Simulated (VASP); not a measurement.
Here is a VASP 6.6.1 calculation.

INCAR

```
PREC = Accurate ; ENCUT = 520
EDIFF = 1E-6 ; ISMEAR = 1
SIGMA = 0.1 ; LREAL = False
LASPH = True ; NELM = 80
ALGO = Fast ; ISIF = 2
LWAVE = False ; LCHARG = False
LMAXMIX = 4 ; NBANDS = 36
KPAR = 4
```

Contents of KPOINTS:

```
regular mesh
0
Gamma
  8 8 8
```

File POSCAR:

```
CoSi                                    
1.0
    4.3865828305      0.0000000000      0.0000000000
    0.0000000000      4.3865828305      0.0000000000
    0.0000000000      0.0000000000      4.3865828305
  Co              Si            
     4     4
Direct
     0.1457490871223968    0.1457490871223968    0.1457490871223968
     0.3542509128776032    0.8542509128776032    0.6457490871223968
     0.6457490871223968    0.3542509128776032    0.8542509128776032
     0.8542509128776032    0.6457490871223968    0.3542509128776032
     0.8433334726077035    0.8433334726077035    0.8433334726077035
     0.6566665273922965    0.1566665273922965    0.3433334726077035
     0.3433334726077035    0.6566665273922965    0.1566665273922965
     0.1566665273922965    0.3433334726077035    0.6566665273922965
```

Contents of KPOINTS_OPT:

```
explicit points
128
Reciprocal
 0.0000000000  0.0000000000  0.0000000000 1
 0.0000000000  0.0555555556  0.0000000000 1
 0.0000000000  0.1111111111  0.0000000000 1
 0.0000000000  0.1666666667  0.0000000000 1
 0.0000000000  0.2222222222  0.0000000000 1
 0.0000000000  0.2777777778  0.0000000000 1
 0.0000000000  0.3333333333  0.0000000000 1
 0.0000000000  0.3888888889  0.0000000000 1
 0.0000000000  0.4444444444  0.0000000000 1
 0.0000000000  0.5000000000  0.0000000000 1
 0.0000000000  0.5000000000  0.0000000000 1
 0.0555555556  0.5000000000  0.0000000000 1
 0.1111111111  0.5000000000  0.0000000000 1
 0.1666666667  0.5000000000  0.0000000000 1
 0.2222222222  0.5000000000  0.0000000000 1
 0.2777777778  0.5000000000  0.0000000000 1
 0.3333333333  0.5000000000  0.0000000000 1
 0.3888888889  0.5000000000  0.0000000000 1
 0.4444444444  0.5000000000  0.0000000000 1
 0.5000000000  0.5000000000  0.0000000000 1
 0.5000000000  0.5000000000  0.0000000000 1
 0.4444444444  0.4444444444  0.0000000000 1
 0.3888888889  0.3888888889  0.0000000000 1
 0.3333333333  0.3333333333  0.0000000000 1
 0.2777777778  0.2777777778  0.0000000000 1
 0.2222222222  0.2222222222  0.0000000000 1
 0.1666666667  0.1666666667  0.0000000000 1
 0.1111111111  0.1111111111  0.0000000000 1
 0.0555555556  0.0555555556  0.0000000000 1
 0.0000000000  0.0000000000  0.0000000000 1
 0.0000000000  0.0000000000  0.0000000000 1
 0.0555555556  0.0555555556  0.0555555556 1
 0.1111111111  0.1111111111  0.1111111111 1
 0.1666666667  0.1666666667  0.1666666667 1
 0.2222222222  0.2222222222  0.2222222222 1
 0.2777777778  0.2777777778  0.2777777778 1
 0.3333333333  0.3333333333  0.3333333333 1
 0.3888888889  0.3888888889  0.3888888889 1
 0.4444444444  0.4444444444  0.4444444444 1
 0.5000000000  0.5000000000  0.5000000000 1
 0.5000000000  0.5000000000  0.5000000000 1
 0.4444444444  0.5000000000  0.4444444444 1
 0.3888888889  0.5000000000  0.3888888889 1
 0.3333333333  0.5000000000  0.3333333333 1
 0.2777777778  0.5000000000  0.2777777778 1
 0.2222222222  0.5000000000  0.2222222222 1
 0.1666666667  0.5000000000  0.1666666667 1
 0.1111111111  0.5000000000  0.1111111111 1
 0.0555555556  0.5000000000  0.0555555556 1
 0.0000000000  0.5000000000  0.0000000000 1
 0.5000000000  0.5000000000  0.0000000000 1
 0.5000000000  0.5000000000  0.0555555556 1
 0.5000000000  0.5000000000  0.1111111111 1
 0.5000000000  0.5000000000  0.1666666667 1
 0.5000000000  0.5000000000  0.2222222222 1
 0.5000000000  0.5000000000  0.2777777778 1
 0.5000000000  0.5000000000  0.3333333333 1
 0.5000000000  0.5000000000  0.3888888889 1
 0.5000000000  0.5000000000  0.4444444444 1
 0.5000000000  0.5000000000  0.5000000000 1
 0.0000000000  0.0000000000  0.0000000000 1
 0.0084759600  0.0000000000  0.0000000000 1
-0.0084759600  0.0000000000  0.0000000000 1
 0.0247215400  0.0000000000  0.0000000000 1
-0.0247215400  0.0000000000  0.0000000000 1
 0.0059934100  0.0059934100  0.0000000000 1
-0.0059934100 -0.0059934100  0.0000000000 1
 0.0174807700  0.0174807700  0.0000000000 1
-0.0174807700 -0.0174807700  0.0000000000 1
 0.0048936000  0.0048936000  0.0048936000 1
-0.0048936000 -0.0048936000 -0.0048936000 1
 0.0142729900  0.0142729900  0.0142729900 1
-0.0142729900 -0.0142729900 -0.0142729900 1
 0.0059934100 -0.0059934100  0.0000000000 1
-0.0059934100  0.0059934100  0.0000000000 1
 0.0174807700 -0.0174807700  0.0000000000 1
-0.0174807700  0.0174807700  0.0000000000 1
 0.5000000000  0.5000000000  0.0000000000 1
 0.5084759600  0.5000000000  0.0000000000 1
 0.4915240400  0.5000000000  0.0000000000 1
 0.5247215400  0.5000000000  0.0000000000 1
 0.4752784600  0.5000000000  0.0000000000 1
 0.5059934100  0.5059934100  0.0000000000 1
 0.4940065900  0.4940065900  0.0000000000 1
 0.5174807700  0.5174807700  0.0000000000 1
 0.4825192300  0.4825192300  0.0000000000 1
 0.5048936000  0.5048936000  0.0048936000 1
 0.4951064000  0.4951064000 -0.0048936000 1
 0.5142729900  0.5142729900  0.0142729900 1
 0.4857270100  0.4857270100 -0.0142729900 1
 0.5059934100  0.4940065900  0.0000000000 1
 0.4940065900  0.5059934100  0.0000000000 1
 0.5174807700  0.4825192300  0.0000000000 1
 0.4825192300  0.5174807700  0.0000000000 1
 0.5000000000  0.5000000000  0.5000000000 1
 0.5084759600  0.5000000000  0.5000000000 1
 0.4915240400  0.5000000000  0.5000000000 1
 0.5247215400  0.5000000000  0.5000000000 1
 0.4752784600  0.5000000000  0.5000000000 1
 0.5059934100  0.5059934100  0.5000000000 1
 0.4940065900  0.4940065900  0.5000000000 1
 0.5174807700  0.5174807700  0.5000000000 1
 0.4825192300  0.4825192300  0.5000000000 1
 0.5048936000  0.5048936000  0.5048936000 1
 0.4951064000  0.4951064000  0.4951064000 1
 0.5142729900  0.5142729900  0.5142729900 1
 0.4857270100  0.4857270100  0.4857270100 1
 0.5059934100  0.4940065900  0.5000000000 1
 0.4940065900  0.5059934100  0.5000000000 1
 0.5174807700  0.4825192300  0.5000000000 1
 0.4825192300  0.5174807700  0.5000000000 1
 0.0000000000  0.5000000000  0.0000000000 1
 0.0084759600  0.5000000000  0.0000000000 1
-0.0084759600  0.5000000000  0.0000000000 1
 0.0247215400  0.5000000000  0.0000000000 1
-0.0247215400  0.5000000000  0.0000000000 1
 0.0059934100  0.5059934100  0.0000000000 1
-0.0059934100  0.4940065900  0.0000000000 1
 0.0174807700  0.5174807700  0.0000000000 1
-0.0174807700  0.4825192300  0.0000000000 1
 0.0048936000  0.5048936000  0.0048936000 1
-0.0048936000  0.4951064000 -0.0048936000 1
 0.0142729900  0.5142729900  0.0142729900 1
-0.0142729900  0.4857270100 -0.0142729900 1
 0.0059934100  0.4940065900  0.0000000000 1
-0.0059934100  0.5059934100  0.0000000000 1
 0.0174807700  0.4825192300  0.0000000000 1
-0.0174807700  0.5174807700  0.0000000000 1
```

Potentials or basis: VASP PAW LDA potentials, release 64 (Co, Si).

Launch:

```sh
$ cat potpaw_LDA.64/Co/POTCAR potpaw_LDA.64/Si/POTCAR > POTCAR
$ mpirun -np 4 vasp_std > vasp.out
```

(1) What does it give for the pressure?

(2) Estimate the band gap along the path.

(3) Estimate the largest force.

Results:

(1) -5.7 GPa.

(2) none (metal or under the smearing width).

(3) 0.054 eV/Å.
